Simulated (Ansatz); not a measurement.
**Al: equation of state with PBE**

**What was measured.**

From “The interpretation of polycrystalline coherent inelastic neutron scattering from aluminium”, 2013, pmc:3831299, for a bulk crystal of Al: bulk modulus 76.9 GPa.

Crystal: Al.

```xyz
1
Lattice="0.0000 2.0248 2.0248 2.0248 0.0000 2.0248 2.0248 2.0248 0.0000" Properties=species:S:1:pos:R:3 pbc="T T T"
Al    0.0000    0.0000    0.0000
```

```
Program             : Ansatz 0.2.0
Task                : equation of state
Functional          : PBE
Potentials or basis : Ansatz PAW
Cutoff              : 420 eV
Density cutoff      : 1680 eV
k mesh              : 11 × 11 × 11
Occupations         : fermi-dirac, width 0.05 eV
Spin                : no spin polarisation
```

```yaml
Equilibrium_volume: 16.51 Å³/atom
Bulk_modulus: 79 GPa
Pressure_derivative_of_the_bulk_modulus: 4.5
```

Energy against volume, from the lowest point:
```
volume (Å³/atom)  energy (meV/atom)
          15.607              13.49
          15.939               5.15
          16.271               0.79
          16.603               0.00
          16.935               2.43
          17.267               7.72
          17.599              15.58
```

All runs of the series together: 2.3 s on 1 thread of INTEL(R) XEON(R) PLATINUM 8581C CPU @ 2.30GHz (Emerald Rapids), on a shared host.

A measured bulk modulus of Al is 76.9 GPa (quoted in “The interpretation of polycrystalline coherent inelastic neutron scattering from aluminium”, 2013, pmc:3831299); the calculated 79 GPa misses it by +2.8 %. The fit is for a static lattice scaled at fixed shape and fixed fractional positions. The cell as given is a measured one (16.60 Å³/atom); PBE puts the equilibrium volume -0.5 % from it, thermal expansion not counted.
